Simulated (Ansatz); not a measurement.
# Sb (R-3m) in Ansatz: notebook

Aim: see how the results for Sb move with the level of theory and the settings. Levels: BLYP+D4, revPBE+D3(BJ). Tasks: density of states, band structure.

All numbers are computed with Ansatz 0.2.0; they aren't measurements. Logs are shortened: lines on timing, memory, paths and dates and some standing lists are left out, and cuts for length are marked.

## (1) Starting point

Symmetry: R-3m, No. 166, trigonal system. The conventional cell has a = 4.308 Å, b = 4.308 Å, c = 11.274 Å, α = 90.00°, β = 90.00°, γ = 120.00°. Sb (site symmetry 3m) is surrounded by 3 Sb at 2.91 Å.

## (2) Density of states, BLYP+D4

File input.yaml:

```yaml
crystal:
  lattice: { a: 4.3084, b: 4.3084, c: 11.274, alpha: 90.0, beta: 90.0, gamma: 120.0 }
  space_group: 166
  reduce_to_primitive: true
  atoms:
    - { symbol: Sb, wyckoff: "6c", position: [0.0, 0.0, 0.76651] }
hamiltonian:
  xc: blyp
  pseudopotentials: { kind: nc, accuracy: standard }
  dispersion: d4
kpoints:
  mp_grid: { grid: [8, 8, 8] }
scf:
  occupations: { method: methfessel_paxton, width: 0.1 }
  n_extra_bands: 6
output:
  forces: true
  stress: true
  eigenvalues: true
  dos: { projected: false, de: 0.05, nscf_kmesh: { grid: [12, 12, 12] } }
  write_density: true
  write_potential: true
  elf: true
  volumetric_format: npy
```

Potentials or basis: PseudoDojo standard (PBE files).

Started as:

```sh
ansatz run input.yaml --threads 1 --pin off --max-ram 2560MiB --backend cpu --events-out ev --progress --plain --runs-dir out
```

The program printed:

```text
Warning: RAYON_NUM_THREADS=1 ignored (pool sized by the plan → 1); use --threads N
crystal.space_group: 166 is read as R-3m (hexagonal axes, obverse): the typed cell holds Sb6 (Sb 6c). Least distances (Å): Sb–Sb 2.908
crystal.space_group generates its sites in this order, which a site index counts, at these fractional coordinates of the primitive cell where crystal.reduce_to_primitive is true, and else of the cell that is read (crystal.supercell repeats the list replica by replica, and crystal.defects acts on that): 0: Sb [0.766510, 0.766510, 0.766510]; 1: Sb [0.233490, 0.233490, 0.233490];
scf.n_extra_bands = 6 over 15 filled bands (N_el = 30.0): the run solves 21 bands
Engine: ansatz 0.2.0, x86_64-unknown-linux-gnu
Pseudopotentials: kind: nc
Pseudopotential: Sb, nc, valence charge 15, recommended cutoff 1088.45545 eV (normal), Sb.nc.azcp (PseudoDojo's, or run here from an input of PseudoDojo's; its table is named by hamiltonian.pseudopotentials.accuracy)
Functional definition: BLYP
  parameter beta = 0.0042
  parameter a = 0.04918
  parameter b = 0.132
  parameter c = 0.2533
  parameter d = 0.349
  exchange = b88_x(beta = beta)
  correlation = lyp_c(a = a, b = b, c = c, d = d)
Crystal: 2 atoms, lattice volume = 60.411 Å³
Basis set: ecut = 1088.45545 eV, 4917 PW (Γ), exchange–correlation on 100×100×100 points (8 copies of the dense FFT grid, shifted against one another)
Bands: 21, of which v1, the nominal top of the filled ones, is band 15 counted from 1 (14 counted from 0)
Symmetry: 12 space group operations
Space group: R-3m (ITA 166), of the structure as read, at distance tolerance 3.9e-5 Å
k-points: 65 of 512
Non-local potential: Sb, projectors of the file, l = 0: 2, l = 1: 2, l = 2: 2, l = 3: 2
Initial density: superposition of atomic densities (chi_scale 0.1, normalization cell)
Initial wavefunctions: pseudopotential atomic-orbital guess
Functional: x = b88, c = lyp
SCF iter   1: F=—  HF=-4940.943728 eV  |F-HF|=—  |Δ(HF+E_count)|=         —  Δρ=1.69e-2  dr2=1.50e-1  ethr=3.10e-3  ⟨swp⟩=6.2  Hψ=6967  notcnv=0
preconditioner: auto → Kerker (q_TF=auto, 2.428 Å⁻¹)  [metal: Δε(μ)=0.046 eV  Ē_g=10.362 eV  σ=0.100 eV  W_gap=0.36  n_scr=14 (ndim 8)  ℏωp=15.1 eV  f_vac=0.000  D(μ)=0.52/eV (n_scr^D=0)]
SCF iter   2: F=—  HF=-4940.937181 eV  |F-HF|=—  |Δ(HF+E_count)|=   6.55e-3  S|Δr|=    0.00e0  Δρ=1.08e-2  dr2=6.98e-2  ethr=5.00e-4  ⟨swp⟩=1.2  Hψ=1901  notcnv=0
SCF iter   3: F=—  HF=-4940.936227 eV  |F-HF|=—  |Δ(HF+E_count)|=   9.54e-4  S|Δr|=    0.00e0  Δρ=2.50e-3  dr2=4.43e-3  ethr=2.33e-4  ⟨swp⟩=2.2  Hψ=2259  notcnv=0
SCF iter   4: F=—  HF=-4940.936521 eV  |F-HF|=—  |Δ(HF+E_count)|=   2.94e-4  S|Δr|=    0.00e0  Δρ=9.53e-4  dr2=5.95e-4  ethr=1.48e-5  ⟨swp⟩=2.3  Hψ=2062  notcnv=0
SCF iter   5: F=—  HF=-4940.936743 eV  |F-HF|=—  |Δ(HF+E_count)|=   2.21e-4  S|Δr|=    0.00e0  Δρ=3.21e-4  dr2=6.35e-5  ethr=1.98e-6  ⟨swp⟩=2.9  Hψ=2239  notcnv=0
SCF iter   6: F=—  HF=-4940.936772 eV  |F-HF|=—  |Δ(HF+E_count)|=   2.97e-5  S|Δr|=    0.00e0  Δρ=1.14e-4  dr2=3.08e-6  ethr=2.12e-7  ⟨swp⟩=2.0  Hψ=1610  notcnv=0
SCF iter   7: F=—  HF=-4940.936773 eV  |F-HF|=—  |Δ(HF+E_count)|=   1.47e-7  S|Δr|=    0.00e0  Δρ=1.46e-5  dr2=1.44e-7  ethr=1.03e-8  ⟨swp⟩=2.0  Hψ=2244  notcnv=0
SCF iter   8: F=-4940.936773 eV  HF=-4940.936773 eV  |F-HF|=4.49e-9  |Δ(HF+E_count)|=   1.37e-7  S|Δr|=    0.00e0  Δρ=3.61e-6  dr2=9.52e-9  ethr=3.33e-10  ⟨swp⟩=14.8  Hψ=9969  notcnv=0
SCF 1 converged in 8 iterations: F = -4940.936773 eV  dr2 = 9.52e-9
NSCF: frozen V_eff on 189 k-points
SCF converged after 8 iterations
Stability not checked: this state was not tested for a lower state beside it, because cold or Methfessel-Paxton smearing, or corrected tetrahedra, fill the levels in a way that the test cannot read (fill_not_monotonic; see scf.lower_state_search)
Free energy (F): -4940.936773 eV
Harris-Foulkes:  -4940.936773 eV  (|F-HF|=4.49e-9)
Internal energy: -4940.936153 eV  (E = F + TS)
E sigma→0 (E₀):  -4940.936618 eV
Entropy (-TS):   -0.000620 eV (-0.310 meV/atom)
Fermi energy:    11.065142 eV
--- Per-component energies (eV) ---
  E_band       = -312.660558
  E_kinetic    = 2896.169468
  E_local      = -2280.441839  (includes V_loc(G=0)·N_el)
  E_nonlocal   = -2606.859350
  E_hartree    = 1212.336358
  E_xc         = -1225.338387
  E_vxc        = -746.204015  (∫ρ·V_xc dr)
  E_ewald      = -2934.870052
  E_disp       = -1.932350  (pairwise vdW)
  E_smearing   = -0.000620  (= −TS)
  E_closure    = 0.000000  (closes the sum)
  Σ components = -4940.936773   (vs F -4940.936773, Δ=0.00e0)
--- Forces (eV/Å), atoms counted from 1 ---
  atom   1  Sb    -0.00000000    -0.00000000    -0.12991264
  atom   2  Sb     0.00000000     0.00000000     0.12991264
  max |Σ_I F_I| component: 9.25e-18 eV/Å
--- Stress (GPa, compression-positive) ---
        1.834706      -0.000000      -0.000000
       -0.000000       1.834706      -0.000000
       -0.000000      -0.000000       1.253607
  P = ⅓ Tr σ = 1.6410 GPa (16.410 kbar)
--- Band table (eV; the first three rows and the last of 65) ---
  k-point 0: bands = ["-18.5043", "-18.5043", "-18.4151", "-18.4151", "-18.3903", "-18.3015", "-18.3015", "-18.2951", "-18.2200", "-18.2200", "-1.7904", "5.9062", "8.8774", "9.1329", "9.1329", "13.0672", "13.6164", "13.6164", "16.3506", "16.3506", "16.4493"]
  k-point 1: bands = ["-18.4981", "-18.4953", "-18.4121", "-18.4099", "-18.3865", "-18.3056", "-18.3043", "-18.2990", "-18.2290", "-18.2266", "-1.6200", "5.2259", "8.9234", "9.1004", "9.3902", "12.9295", "13.2002", "13.2258", "15.8702", "16.2769", "16.4730"]
  k-point 2: bands = ["-18.4817", "-18.4699", "-18.4047", "-18.3957", "-18.3753", "-18.3172", "-18.3165", "-18.3064", "-18.2532", "-18.2441", "-1.1144", "3.8254", "8.9565", "9.0458", "9.8465", "12.2351", "12.3562", "12.4136", "16.2058", "16.7988", "17.3170"]
  k-point 64: bands = ["-18.4555", "-18.4555", "-18.3970", "-18.3970", "-18.3703", "-18.3147", "-18.3147", "-18.3132", "-18.2733", "-18.2733", "-0.2872", "1.9143", "9.6499", "9.6499", "10.5172", "11.0991", "11.0991", "12.0729", "18.2371", "20.0512", "20.0512"]
```

Wall time 27 s (1 thread of Intel Xeon Platinum 8488C (Sapphire Rapids), shared host); peak memory 0.95 GiB.

What came out:

```
Free energy                          : -4940.9368 eV
Pressure                             : 1.6 GPa
Largest force                        : 0.130 eV/Å
Band gap on the k mesh               : none (metal or under the smearing width)
Density of states at the Fermi level : 0.01 states/eV per cell
```

Forces in eV/Å, atoms in the order of the input:
```
Sb   0.000  0.000 -0.130
Sb   0.000  0.000  0.130
```

States per cell in windows of 0.5 eV (zero at the Fermi level; states under -8 eV left out):
```
from (eV)  total
     -8.0   0.26
     -7.5   0.16
     -7.0   0.10
     -6.5   0.06
     -6.0   0.03
     -5.5   0.15
     -5.0   0.40
     -4.5   0.46
     -4.0   0.64
     -3.5   0.79
     -3.0   0.77
     -2.5   0.78
     -2.0   0.78
     -1.5   0.61
     -1.0   0.45
     -0.5   0.16
      0.0   0.08
      0.5   0.80
      1.0   0.69
      1.5   0.65
      2.0   0.89
      2.5   0.60
      3.0   0.63
      3.5   0.64
      4.0   0.47
      4.5   0.82
      5.0   0.76
      5.5   0.75
      6.0   0.47
      6.5   0.47
      7.0   0.54
      7.5   0.51
```

Caveat: the potentials were made for another functional, which shifts forces and pressure; pairwise dispersion overbinds metals, which lowers pressure and volume.

## (3) Density of states, BLYP+D4

File input.yaml:

```yaml
crystal:
  lattice:
    - [2.1542, 1.2437279499, 3.758]
    - [-2.1542, 1.2437279499, 3.758]
    - [0.0, -2.4874558998, 3.758]
  atoms:
    - { symbol: Sb, position: [0.76651, 0.76651, 0.76651] }
    - { symbol: Sb, position: [0.23349, 0.23349, 0.23349] }
hamiltonian:
  xc: blyp
  pseudopotentials: { kind: nc, accuracy: standard }
  dispersion: d4
kpoints:
  mp_grid: { grid: [8, 8, 8] }
scf:
  occupations: { method: methfessel_paxton, width: 0.1 }
  n_extra_bands: 6
output:
  forces: true
  stress: true
  eigenvalues: true
  dos: { projected: false, de: 0.05, nscf_kmesh: { grid: [12, 12, 12] } }
```

Potentials or basis: PseudoDojo standard (PBE files).

Started as:

```sh
ansatz run input.yaml --threads 1 --pin off --max-ram 2560MiB --backend cpu --events-out ev --progress --plain --runs-dir out
```

It took 23 s on 1 thread of Intel Xeon Platinum 8488C (Sapphire Rapids), shared host; peak memory 0.85 GiB.

The run converged. Its results:

* Free energy: -4940.9368 eV
* Pressure: 1.6 GPa
* Largest force: 0.130 eV/Å
* Band gap on the k mesh: none (metal or under the smearing width)
* Density of states at the Fermi level: 0.01 states/eV per cell

Forces in eV/Å, atoms in the order of the input:
```
Sb   0.000  0.000 -0.130
Sb   0.000  0.000  0.130
```

Stress tensor (GPa, compression positive):
```
1.83 0.00 0.00
0.00 1.83 0.00
0.00 0.00 1.25
```

Levels at points of the mesh, in eV from the Fermi level:
```csv
k point,band 11,band 12,band 13,band 14,band 15,band 16,band 17,band 18,band 19,band 20
"(0.00, 0.00, 0.00)",-12.86,-5.16,-2.19,-1.93,-1.93,2.00,2.55,2.55,5.29,5.29
"(0.00, 0.00, -0.50)",-10.54,-9.81,-2.03,-1.92,-0.42,-0.25,0.16,0.41,7.78,8.46
"(0.00, -0.50, -0.50)",-10.54,-8.22,-5.46,-3.82,-3.73,1.73,4.69,5.36,6.63,9.15
"(-0.50, -0.50, -0.50)",-11.35,-9.15,-1.42,-1.42,-0.55,0.03,0.03,1.01,7.17,8.99
```

States per cell in windows of 0.5 eV (zero at the Fermi level; states under -8 eV left out):
```tsv
from (eV)	total
-8.0	0.26
-7.5	0.16
-7.0	0.10
-6.5	0.06
-6.0	0.03
-5.5	0.15
-5.0	0.40
-4.5	0.46
-4.0	0.64
-3.5	0.79
-3.0	0.77
-2.5	0.78
-2.0	0.78
-1.5	0.61
-1.0	0.45
-0.5	0.16
0.0	0.08
0.5	0.80
1.0	0.69
1.5	0.65
2.0	0.89
2.5	0.60
3.0	0.63
3.5	0.64
4.0	0.47
4.5	0.82
5.0	0.76
5.5	0.75
6.0	0.47
6.5	0.47
7.0	0.54
7.5	0.51
```

Caveat: the potentials were made for another functional, which shifts forces and pressure; pairwise dispersion overbinds metals, which lowers pressure and volume. Spin-orbit coupling is left out, which matters for the levels of Sb.

## (4) Band structure, revPBE+D3(BJ), spin-orbit coupling, no magnetisation

File input.yaml:

```yaml
crystal:
  lattice:
    - [2.1542, 1.2437279499, 3.758]
    - [-2.1542, 1.2437279499, 3.758]
    - [0.0, -2.4874558998, 3.758]
  atoms:
    - { symbol: Sb, position: [0.76651, 0.76651, 0.76651] }
    - { symbol: Sb, position: [0.23349, 0.23349, 0.23349] }
hamiltonian:
  xc: revpbe
  pseudopotentials: { kind: nc_fr, accuracy: stringent }
  dispersion: d3bj
magnetization:
  noncollinear: true
  spin_orbit: true
kpoints:
  mp_grid: { grid: [8, 8, 8] }
  band_path:
    path:
      - [[0.0, 0.0, 0.0], [0.5, 0.0, 0.0], [0.5, 0.2396873643, -0.2396873643]]
      - [[0.7603126357, 0.5, 0.2396873643], [0.5, 0.5, 0.5], [0.0, 0.0, 0.0], [0.3698436821, 0.0, -0.3698436821]]
      - [[0.6301563179, 0.3698436821, 0.0], [0.5, 0.5, 0.0], [0.6301563179, 0.6301563179, 0.2396873643], [0.5, 0.5, 0.5]]
      - [[0.5, 0.0, 0.0], [0.7603126357, 0.3698436821, 0.3698436821]]
    npoints: 14
scf:
  occupations: { method: methfessel_paxton, width: 0.1 }
  n_extra_bands: 6
  lower_state_search: light
output:
  forces: true
  stress: true
  eigenvalues: true
  fatbands: false
```

Potentials or basis: PseudoDojo stringent (PBE files).

Started as:

```sh
ansatz run input.yaml --threads 1 --pin off --max-ram 2560MiB --backend cpu --events-out ev --progress --plain --runs-dir out
```

Wall time 3.6 min (1 thread of Intel Xeon Platinum 8488C (Sapphire Rapids), shared host); peak memory 2.3 GiB.

Results (log left out):

* Free energy: -13768.6641 eV
* Pressure: -1.0 GPa
* Largest force: 0.180 eV/Å
* Band gap on the k mesh: none (metal or under the smearing width)

Forces on the atoms (eV/Å):
```
Sb   0.000  0.000 -0.180
Sb   0.000  0.000  0.180
```

Stress tensor (GPa, compression positive):
```
-0.73  0.00  0.00
 0.00 -0.73  0.00
 0.00  0.00 -1.52
```

Levels at the corners of the path, in eV from the Fermi level:
```tsv
point	band 44	band 45	band 46	band 47	band 48	band 49
Γ	-1.78	-1.61	-1.61	1.80	1.80	2.58
L	-1.94	-0.38	-0.38	-0.25	-0.25	0.20
B1	-4.92	-0.82	-0.82	0.63	0.63	4.50
B	-4.92	-0.82	-0.82	0.63	0.63	4.50
Z	-1.15	-0.60	-0.60	-0.04	-0.04	0.27
Γ	-1.78	-1.61	-1.61	1.80	1.80	2.58
X	-3.34	-2.91	-2.91	2.62	2.62	3.26
Q	-3.34	-2.91	-2.91	2.62	2.62	3.26
F	-4.00	-3.57	-3.57	1.49	1.49	4.72
P1	-3.36	-2.73	-2.73	2.36	2.36	3.13
Z	-1.15	-0.60	-0.60	-0.04	-0.04	0.27
L	-1.94	-0.38	-0.38	-0.25	-0.25	0.20
P	-3.36	-2.73	-2.73	2.36	2.36	3.13
```

Caveat: the potentials were made for another functional, which shifts forces and pressure; pairwise dispersion overbinds metals, which lowers pressure and volume.
